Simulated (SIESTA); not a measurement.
Runs of SIESTA 5.4.2 on C. It takes space group Fd-3m (No. 227, cubic). The conventional cell has a = 3.567 Å, b = 3.567 Å, c = 3.567 Å, α = 90.00°, β = 90.00°, γ = 90.00°. C (site symmetry -43m) is surrounded by 4 C at 1.54 Å. This isn't the form of C at room conditions, which is graphite.

```tsv
task	level	potentials or basis	cell	k mesh	optimiser	force tolerance	stress tolerance (GPa)	grid cutoff	energy shift	gap on the mesh (eV)	pressure (GPa)	relaxed volume (Å³/atom)
single point	PBE	PseudoDojo 0.4 standard (PBE files), DZP (energy shift 0.003 Ry)	as given	13 × 13 × 13	-	-	-	500 Ry	0.003 Ry	4.29	10.3	-
relaxation of cell and atoms	WC	PseudoDojo 0.4 standard (PBEsol files), DZP (energy shift 0.002 Ry)	relaxed	10 × 10 × 10	Broyden	0.01 eV/Å	0.05	750 Ry	0.002 Ry	(d)	0.0	5.76
band structure	PBE	PseudoDojo 0.4 standard (PBE files), SZ (energy shift 0.002 Ry)	as given	13 × 13 × 13	-	-	-	500 Ry	0.002 Ry	6.09	23.4	-
relaxation of cell and atoms	LDA	PseudoDojo 0.4 standard (LDA files), DZP (energy shift 0.002 Ry)	relaxed	13 × 13 × 13	CG	0.04 eV/Å	-	500 Ry	0.002 Ry	(c)	-0.1	(b)
relaxation of cell and atoms	PBE	PseudoDojo 0.4 standard (PBE files), TZP (energy shift 0.002 Ry)	relaxed	13 × 13 × 13	Broyden	0.01 eV/Å	-	500 Ry	0.002 Ry	4.24	0.0	5.74
relaxation of cell and atoms	LDA-PZ	SG15 1.2 NC or PseudoDojo by element (PBE files), TZ (energy shift 0.002 Ry)	relaxed	10 × 10 × 10	Broyden	0.01 eV/Å	0.05	750 Ry	0.002 Ry	4.78	0.0	5.70
relaxation of cell and atoms	vdW-DF-C09	PseudoDojo 0.4 standard (PBE files), DZP (energy shift 0.02 Ry)	relaxed	10 × 10 × 10	Broyden	0.01 eV/Å	0.05	750 Ry	0.02 Ry	4.16	0.0	(a)
```

Alike in all rows: no spin polarisation; smearing fermi-dirac 0.05 eV.

Fill in the values left out.

(a) 5.72; (b) 5.63; (c) 4.26; (d) 4.19.

Caveats: the basis of atomic orbitals isn't converged, which shifts pressures, moduli and gaps; an odd mesh through Γ misses points on the zone boundary, where band edges often lie (some runs); the potentials were made for another functional, which shifts forces and pressure (some runs); the basis has no polarisation orbitals (some runs); so large a pressure means that the cell lies far from this level's equilibrium, or that cutoff or potentials fall short (some runs).

Not every run made on this cell is shown here.
